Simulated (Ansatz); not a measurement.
Pressure series of ZnSe (F-43m)

```
CELL_PARAMETERS angstrom
2.81659 2.81659 0.00000
-2.81659 2.81659 0.00000
0.00000 2.81659 2.81659
ATOMIC_POSITIONS crystal
Zn 0.00000 0.00000 0.00000
Se 0.75000 0.25000 0.50000
```

This is the zero-pressure cell under PBEsol. Cell and atoms are relaxed by PAW (default files of Ansatz 0.2.0, cutoff 420 eV, stress met within about 0.05 GPa) at each pressure, in this structure whether or not another phase would take over; P is the pressure reached, less that of this cell. Levels come from PBEsol, all-electron LAPW in Ansatz 0.2.0, with spin-orbit coupling; k mesh 8×8×8, fixed occupations, basis error target 0.5 meV/atom. Conduction levels are in eV over the valence top (at Γ), at fixed fractional wave vectors. Zone-centre phonons come from finite displacements by PAW, without the LO-TO term.

```
P (GPa)    V/V₀      Γ      L      X  T2 TO (cm⁻¹)
  -1.97  1.0332  0.988  2.300  2.752         197.3
   0.00  1.0000  1.116  2.354  2.676         208.9
   2.01       ?      ?      ?      ?             ?
   3.99  0.9474  1.334  2.443  2.543         228.8
   6.98  0.9160  1.475  2.497  2.454         241.6
  10.02  0.8890  1.602  2.544  2.372         253.4
  14.97  0.8524  1.785  2.610  2.251         270.5
```

**Question.** Fit the third-order Birch-Murnaghan equation to the rows shown.

**Answer.** With f = [(V₀/V)^(2/3) − 1]/2, the normalised pressure F = P/[3f(1 + 2f)^(5/2)] is 64.6 GPa at f = -0.0108, 66.2 GPa at f = 0.0183, 66.8 GPa at f = 0.0301, 67.3 GPa at f = 0.0408, 68.1 GPa at f = 0.0562. The line F = B₀[1 + (3/2)(B′ − 4)f] gives B₀ = 65.2 GPa and B′ = 4.5.

**Question.** What are the volume deformation potentials and pressure coefficients of these levels at zero pressure?

**Answer.** 

```csv
level,dE/dlnV (eV),dE/dP = −(dE/dlnV)/B₀ (meV/GPa),mean slope up to 4.0 GPa (meV/GPa)
Γ,-3.96,60.7,54.8
L,-1.65,25.4,22.2
X,2.38,-36.4,-33.5
```

dE/dlnV is the slope of a cubic fit in ln V at V₀. The last column is read from two rows and shows how the slope bends with pressure.

**Question.** What mode Grüneisen parameters follow?

**Answer.** γ = −d ln ω/d ln V at V₀ from a quadratic fit in ln V: T2 1.71.

**Question.** Fill the row at 2.01 GPa.

**Answer.** The fits give V/V₀ = 0.9715 and Γ = 1.231 eV. Computed: V/V₀ = 0.9715, Γ = 1.231, L = 2.402, X = 2.606, T2 TO (cm⁻¹) = 219.4.

Caveats: no other phase was computed; many crystals of this kind change structure within this range, and rows or crossings beyond such a change describe a metastable lattice; the frozen-core PAW files of the relaxations were fitted under PBE, their cores solved anew for this functional; semilocal gaps are low, and the spacing of valleys can be off by tenths of an eV; levels are read at fixed fractional k, so an edge that moves off these points is missed.
